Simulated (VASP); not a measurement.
# SrO (Fm-3m) in VASP: further runs

The runs below take SrO through single point, with PBE, HSE06.

Everything below comes from runs of VASP 6.6.1. Logs are shortened: lines on timing, memory, paths and dates and some standing lists are left out, and cuts for length are marked.

**1. The crystal as given**

Symmetry: Fm-3m, No. 225, cubic system. The conventional cell has a = 5.133 Å, b = 5.133 Å, c = 5.133 Å, α = 90.00°, β = 90.00°, γ = 90.00°. Around Sr (site symmetry m-3m) lie 6 O at 2.57 Å. O (site symmetry m-3m) is surrounded by 6 Sr at 2.57 Å.

**2. Single point, PBE**

INCAR

```
SYSTEM = SrO
  PREC = Accurate
  ENCUT = 800
  EDIFF = 1E-7
  ISMEAR = 0
  SIGMA = 0.05
  LREAL = .FALSE.
  LASPH = .TRUE.
  NELM = 100
  ALGO = Normal
  ISIF = 2
  LWAVE = .FALSE.
  LCHARG = .FALSE.
  GGA = PE
  ADDGRID = .FALSE.
```

KPOINTS

```
Automatic mesh
0
G
  13 13 13
  0 0 0
```

POSCAR

```
SrO
1.0
    0.0000000000      2.5663000000      2.5663000000
    2.5663000000      0.0000000000      2.5663000000
    2.5663000000      2.5663000000      0.0000000000
Sr O
1 1
Direct
    0.5000000000      0.5000000000      0.5000000000
    0.0000000000      0.0000000000      0.0000000000
```

Potentials or basis: VASP PAW PBE potentials, release 64 (Sr_sv, O_h).

On the command line:

```sh
$ cat potpaw_PBE.64/Sr_sv/POTCAR potpaw_PBE.64/O_h/POTCAR > POTCAR
$ mpirun -np 1 vasp_std > vasp.out
```

OUTCAR:

```text
SYSTEM = SrO
   PREC = Accurate
   ENCUT = 800
   EDIFF = 1E-7
   ISMEAR = 0
   LREAL = .FALSE.
   LASPH = .TRUE.
   NELM = 100
   ISIF = 2
   GGA = PE

 Found     84 irreducible k-points:

 Following reciprocal coordinates:
            Coordinates               Weight
  0.000000  0.000000  0.000000      1.000000
  0.076923  0.000000  0.000000      8.000000
  0.153846  0.000000  0.000000      8.000000
  0.230769  0.000000  0.000000      8.000000
  0.307692  0.000000  0.000000      8.000000
  0.384615  0.000000  0.000000      8.000000
   k-points           NKPTS =     84   k-points in BZ     NKDIM =     84   number of bands    NBANDS=     12
   number of dos      NEDOS =    301   number of ions     NIONS =      2
   total plane-waves  NPLWV =  46656
   dimension x,y,z NGX =    36 NGY =   36 NGZ =   36
   dimension x,y,z NGXF=    72 NGYF=   72 NGZF=   72
   ions per type =               1   1
   NGX,Y,Z   is equivalent  to a cutoff of  16.49, 16.49, 16.49 a.u.
   NGXF,Y,Z  is equivalent  to a cutoff of  32.98, 32.98, 32.98 a.u.
 SYSTEM =  SrO
   PREC   = accura    normal or accurate (medium, high low for compatibility)
   ISTART =      0    job   : 0-new  1-cont  2-samecut
   ICHARG =      2    charge: 1-file 2-atom 10-const
   ISPIN  =      1    spin polarized calculation?
   LNONCOLLINEAR =      F non collinear calculations
   LSORBIT =      F    spin-orbit coupling
   LASPH  =      T    aspherical Exc in radial PAW
   ENCUT  =  800.0 eV  58.80 Ry    7.67 a.u.   8.37  8.37  8.37*2*pi/ulx,y,z
   NELM   =    100;   NELMIN=  2; NELMDL= -5     # of ELM steps
   EDIFF  = 0.1E-06   stopping-criterion for ELM
   LREAL  =      F    real-space projection
   EDIFFG = 0.1E-05   stopping-criterion for IOM
   NSW    =      0    number of steps for IOM
   IBRION =     -1    ionic relax: 0-MD 1-quasi-New 2-CG
   NFREE  =      0    steps in history (QN), initial steepest desc. (CG)
   ISIF   =      2    stress and relaxation
   ISYM   =      2    0-nonsym 1-usesym 2-fastsym
   POTIM  = 0.5000    time-step for ionic-motion
   TEBEG  =    0.0;   TEEND  =   0.0 temperature during run
   PSTRESS=    0.0 pullay stress
   NELECT =      16.0000    total number of electrons
   NUPDOWN=      -1.0000    fix difference up-down
   EMIN   =  10.00;   EMAX   =-10.00  energy-range for DOS
   EFERMI =   0.00;   METHOD = LEGACY
   ISMEAR =     0;   SIGMA  =   0.05  broadening in eV -4-tet -1-fermi 0-gaus
   EFERMI_NEDOS =   21; number of points for ismear=-14 and -15
   IALGO  =     38    algorithm
   IMIX   =      4    mixing-type and parameters
     AMIX     =   0.40;   BMIX     =  1.00
     AMIX_MAG =   1.60;   BMIX_MAG =  1.00
  volume/ion in A,a.u.               =      16.90       114.06
  Fermi-wavevector in a.u.,A,eV,Ry     =   1.275843  2.410995 22.147245  1.627777
  Thomas-Fermi vector in A             =   2.408533
   LORBIT       =      0    0 simple, 1 ext, 2 COOP (PROOUT), +10 PAW based schemes
   GGA     = PE    functional components
   LHFCALC =     F    Hartree Fock is set to
   AEXX    =    0.0000 exact exchange contribution
   IVDW    =     0    specifies the selected vdW correction
   LEPSILON=     F    determine dielectric tensor
   LRPA    =     F    only Hartree local field effects (RPA)
 non-spin polarized calculation
 Gauss-broadening in eV      SIGMA  =   0.05
  energy-cutoff  :      800.00
  volume of cell :       33.80
 maximum number of plane-waves:      1807
 NGX is ok and might be reduce to    36
   NGX = 17   NGY = 17   NGZ = 17

 number of electron      16.0000002 magnetization

 Free energy of the ion-electron system (eV)
  ---------------------------------------------------
  ext. energy  EPLUGINS =         0.00000000
  ---------------------------------------------------
  free energy    TOTEN  =       -12.04134847 eV

  energy without entropy =      -12.04134847  energy(sigma->0) =      -12.04134847

 E-fermi :   2.2281     XC(G=0): -10.0545

 val. band max:        1.9133357137   @ k =   0.0000   0.0000   0.0000
 cond. band min:       5.2079633127   @ k =   0.4615   0.4615   0.0000
 fundamental gap:      3.2946275990
 Fermi energy:         2.2281095923

 k-point     1 :       0.0000    0.0000    0.0000
  band No.  band energies     occupation
      1     -30.4522      2.00000
      2     -13.1871      2.00000
      3     -12.0846      2.00000
      4     -12.0846      2.00000
      5     -12.0846      2.00000
      6       1.9133      2.00000
      7       1.9133      2.00000
      8       1.9133      2.00000
      9       5.9392      0.00000
     10       8.1407      0.00000
     11       8.1407      0.00000
     12       8.1407      0.00000

 k-point     2 :       0.0769    0.0000    0.0000
  band No.  band energies     occupation
      1     -30.4443      2.00000
      2     -13.3501      2.00000
      3     -12.0894      2.00000
      4     -12.0894      2.00000
      5     -11.9410      2.00000
      6       1.7255      2.00000
      7       1.8353      2.00000
      8       1.8353      2.00000
      9       6.2234      0.00000
     10       8.0701      0.00000
     11       8.2588      0.00000
     12       8.2588      0.00000

 k-point     3 :       0.1538    0.0000    0.0000
  band No.  band energies     occupation
      1     -30.4221      2.00000
      2     -13.6870      2.00000
      3     -12.1028      2.00000
      4     -12.1028      2.00000
      5     -11.6585      2.00000
      6       1.2777      2.00000
      7       1.6267      2.00000
      8       1.6267      2.00000
      9       6.9461      0.00000
     10       7.9546      0.00000
     11       8.6012      0.00000
     12       8.6012      0.00000

 k-point     4 :       0.2308    0.0000    0.0000
  band No.  band energies     occupation
      1     -30.3906      2.00000
      2     -14.0442      2.00000
      3     -12.1214      2.00000
      4     -12.1214      2.00000
      5     -11.3781      2.00000
      6       0.7594      2.00000
      7       1.3555      2.00000
      8       1.3555      2.00000
      9       7.8394      0.00000
     10       7.9983      0.00000
     11       9.1296      0.00000
     12       9.1296      0.00000

 k-point     5 :       0.3077    0.0000    0.0000
  band No.  band energies     occupation
      1     -30.3569      2.00000
      2     -14.3547      2.00000
      3     -12.1409      2.00000
      4     -12.1409      2.00000
      5     -11.1492      2.00000
      6       0.2916      2.00000
      7       1.0929      2.00000
      8       1.0929      2.00000
      9       8.0566      0.00000
     10       8.9265      0.00000
     11       9.7655      0.00000
     12       9.7655      0.00000

 k-point     6 :       0.3846    0.0000    0.0000
  band No.  band energies     occupation
      1     -30.3286      2.00000
      2     -14.5813      2.00000
      3     -12.1569      2.00000
      4     -12.1569      2.00000
      5     -10.9903      2.00000
      6      -0.0560      2.00000
      7       0.8913      2.00000
      8       0.8913      2.00000
      9       8.2861      0.00000
     10       9.8094      0.00000
     11      10.3683      0.00000
     12      10.3683      0.00000

 [... further k-points ...]
[... 5 lines left out ...]
  --------------------------------------------------------------------------------------
  -------------------------------------------------------------------------------------
  Total        0.4777639      0.4777639      0.4777639     -0.0000000     -0.0000000      0.0000000
  in kB       22.6449654     22.6449654     22.6449654     -0.0000000     -0.0000000      0.0000000
  external PRESSURE =      22.6449654 kB  Pullay stress =       0.0000000 kB

 VOLUME and BASIS-vectors are now :
 -----------------------------------------------------------------------------
  energy-cutoff  :      800.00
  volume of cell :       33.80
      direct lattice vectors                 reciprocal lattice vectors
     0.000000000  2.566300000  2.566300000    -0.194833028  0.194833028  0.194833028
     2.566300000  0.000000000  2.566300000     0.194833028 -0.194833028  0.194833028
     2.566300000  2.566300000  0.000000000     0.194833028  0.194833028 -0.194833028

 POSITION                                       TOTAL-FORCE (eV/Angst)
 -----------------------------------------------------------------------------------
      2.56630      2.56630      2.56630         0.000000      0.000000     -0.000000
      0.00000      0.00000      0.00000         0.000000     -0.000000      0.000000
 -----------------------------------------------------------------------------------
    total drift:                                0.000000      0.000000      0.000000

  FREE ENERGIE OF THE ION-ELECTRON SYSTEM (eV)
  ---------------------------------------------------
  free  energy   TOTEN  =       -12.0413484716 eV

  energy  without entropy=      -12.0413484716  energy(sigma->0) =      -12.04134847
```

Wall time 1.9 min (1 thread of Intel Xeon Platinum 8375C at 2.90GHz (Ice Lake), shared host); peak memory 0.24 GiB.

These settings aren't checked as converged: the numbers below hold their error.

Results:

| Item | Value |
| --- | --- |
| Free energy | -12.0413 eV |
| Band gap on the k mesh | 3.29 eV, indirect (least direct gap 3.38 eV) |

Caveat: the cutoff is under 1.25 times the usual one of these potentials, so pressure, stress and relaxed cells hold a basis-set (Pulay) error; an odd mesh through Γ misses points on the zone boundary, where band edges often lie.

**3. Single point, HSE06, spin-orbit coupling, no magnetisation**

POSCAR is that of step 2.

INCAR.step1

```
SYSTEM = SrO
PREC     = Accurate       ! precision mode
ENCUT    = 520            ! plane-wave cutoff, eV
EDIFF    = 1E-5           ! SCF threshold, eV
ISMEAR   = 0              ! smearing method
SIGMA    = 0.02           ! smearing width, eV
LREAL    = .False.        ! projectors in reciprocal space
LASPH    = .True.         ! aspherical terms in the spheres
NELM     = 100            ! most SCF steps
ALGO     = Normal         ! electronic algorithm
ISIF     = 2              ! what is computed and relaxed
LWAVE    = .True.         ! write WAVECAR
MAGMOM   = 0 0 0 0 0 0    ! initial moments
LORBIT   = 11             ! projections on sites
LSORBIT  = .True.         ! spin-orbit coupling
GGA_COMPAT= .False.      
NBANDS   = 28             ! bands
GGA      = PE             ! functional
KPAR     = 4
```

INCAR.step2

```
SYSTEM = SrO
PREC     = Accurate       ! precision mode
ENCUT    = 520            ! plane-wave cutoff, eV
EDIFF    = 1E-6           ! SCF threshold, eV
ISMEAR   = 0              ! smearing method
SIGMA    = 0.02           ! smearing width, eV
LREAL    = .False.        ! projectors in reciprocal space
LASPH    = .True.         ! aspherical terms in the spheres
NELM     = 100            ! most SCF steps
ALGO     = Normal         ! electronic algorithm
ISIF     = 2              ! what is computed and relaxed
LWAVE    = .False.        ! write WAVECAR
LCHARG   = .True.         ! write CHGCAR
MAGMOM   = 0 0 0 0 0 0    ! initial moments
LORBIT   = 11             ! projections on sites
LSORBIT  = .True.         ! spin-orbit coupling
GGA_COMPAT= .False.      
GGA      = PE             ! functional
LHFCALC  = .True.         ! exact exchange
HFSCREEN = 0.2            ! screening, 1/A
PRECFOCK = Fast         
LVHAR    = .True.       
NBANDS   = 28             ! bands
ISTART   = 1            
KPAR     = 4
```

KPOINTS

```
Automatic mesh
0
Gamma
  6 6 6
  0 0 0
```

Potentials or basis: VASP PAW PBE potentials, release 64 (Sr_sv, O).

On the command line:

```sh
$ cat potpaw_PBE.64/Sr_sv/POTCAR potpaw_PBE.64/O/POTCAR > POTCAR
$ cp INCAR.step1 INCAR
$ mpirun -np 4 vasp_ncl > vasp.out
$ cp INCAR.step2 INCAR
$ mpirun -np 4 vasp_ncl > vasp.out
```

OUTCAR:

```text
SYSTEM = SrO
   PREC = Accurate
   ENCUT = 520
   EDIFF = 1E-6
   ISMEAR = 0
   LREAL = .False.
   LASPH = .True.
   NELM = 100
   ISIF = 2
   LORBIT = 11
   LSORBIT = .True.
   GGA = PE
   LHFCALC = .True.
   HFSCREEN = 0.2
   PRECFOCK = Fast
   ISTART = 1

 ion  position               nearest neighbor table
   1  0.500  0.500  0.500-   2 2.57   2 2.57   2 2.57   2 2.57   2 2.57   2 2.57
   2  0.000  0.000  0.000-   1 2.57   1 2.57   1 2.57   1 2.57   1 2.57   1 2.57

  LATTYP: Found a face centered cubic cell.
 ALAT       =     5.1326000000

[... 760 lines left out ...]
     0.0000000     0.0000000     0.0000000     0.0000000     0.0000000
     0.0000000     0.0000000     0.0000000     0.0000000     0.0000000
     0.0000000     0.0000000     0.0000000     0.0000000     0.0000000
 l=   3
     0.0000000     0.0000000     0.0000000     0.0000000     0.0000000     0.0000000     0.0000000
     0.0000000     0.0000000     0.0000000     0.0000000     0.0000000     0.0000000     0.0000000
     0.0000000     0.0000000     0.0000000     0.0000000     0.0000000     0.0000000     0.0000000
     0.0000000     0.0000000     0.0000000     0.0000000     0.0000000     0.0000000     0.0000000
     0.0000000     0.0000000     0.0000000     0.0000000     0.0000000     0.0000000     0.0000000
     0.0000000     0.0000000     0.0000000     0.0000000     0.0000000     0.0000000     0.0000000
     0.0000000     0.0000000     0.0000000     0.0000000     0.0000000     0.0000000     0.0000000

 total charge

# of ion       s       p       d       tot
------------------------------------------
    1        2.014   5.884   0.230   8.129
    2        1.555   3.458   0.000   5.013
--------------------------------------------------
tot          3.569   9.342   0.230  13.141

 magnetization (x)

# of ion       s       p       d       tot
------------------------------------------
    1       -0.000   0.000   0.000  -0.000
    2        0.000   0.000   0.000   0.000
--------------------------------------------------
tot         -0.000   0.000   0.000  -0.000

 magnetization (y)

# of ion       s       p       d       tot
------------------------------------------
    1       -0.000   0.000  -0.000  -0.000
    2        0.000   0.000   0.000   0.000
--------------------------------------------------
tot          0.000   0.000  -0.000   0.000

 magnetization (z)

# of ion       s       p       d       tot
------------------------------------------
    1       -0.000   0.000  -0.000  -0.000
    2       -0.000   0.000   0.000  -0.000
--------------------------------------------------
tot         -0.000   0.000  -0.000  -0.000
```

OSZICAR.step1:

```text
N       E                     dE             d eps       ncg     rms          rms(c)
DAV:   1     0.844810598063E+02    0.84481E+02   -0.78363E+03   896   0.109E+03
DAV:   2    -0.858125926848E+01   -0.93062E+02   -0.87897E+02  1144   0.263E+02
DAV:   3    -0.141551601793E+02   -0.55739E+01   -0.55283E+01  1336   0.536E+01
DAV:   4    -0.143285404120E+02   -0.17338E+00   -0.17323E+00  1168   0.704E+00
DAV:   5    -0.143293504449E+02   -0.81003E-03   -0.80987E-03  1156   0.628E-01    0.222E+01
DAV:   6    -0.122322016868E+02    0.20971E+01   -0.70112E+00   928   0.211E+01    0.236E+01
DAV:   7    -0.121313118295E+02    0.10089E+00   -0.56563E-01  1076   0.602E+00    0.140E+01
DAV:   8    -0.121228951067E+02    0.84167E-02   -0.14003E-01   972   0.373E+00    0.188E+00
DAV:   9    -0.121228949761E+02    0.13060E-06   -0.66935E-03  1328   0.644E-01    0.329E-01
DAV:  10    -0.121235064271E+02   -0.61145E-03   -0.88372E-04  1016   0.221E-01    0.158E-01
DAV:  11    -0.121241029694E+02   -0.59654E-03   -0.48286E-04   924   0.178E-01    0.253E-02
DAV:  12    -0.121241106998E+02   -0.77304E-05   -0.20657E-05  1076   0.402E-02
   1 F= -.12124111E+02 E0= -.12124111E+02  d E =-.923957E-45  mag=    -0.0000    -0.0000    -0.0000
```

Wall time 12 min (4 MPI ranks of Intel Xeon 6975P-C (Granite Rapids), shared host); peak memory 0.35 GiB.

What came out:

| Property | Result |
| --- | --- |
| Free energy | -14.2864 eV |
| Pressure | 1.7 GPa |
| Valence electrons inside the program's atomic spheres | Sr 8.13; O 5.01 |

Caveat: the PAW data sets were made with another functional, which shifts forces and pressure a little.

**4. For comparison**

An earlier run on the cell as given: functional PBEsol; potentials or basis VASP PAW PBE potentials, release 64 (Sr_sv, O); cutoff 520 eV; k mesh 9 × 9 × 9; occupations fermi-dirac, width 0.05 eV; no spin polarisation.

* Pressure: 0.1 GPa
* Band gap on the k mesh: 3.21 eV, indirect (least direct gap 3.30 eV)
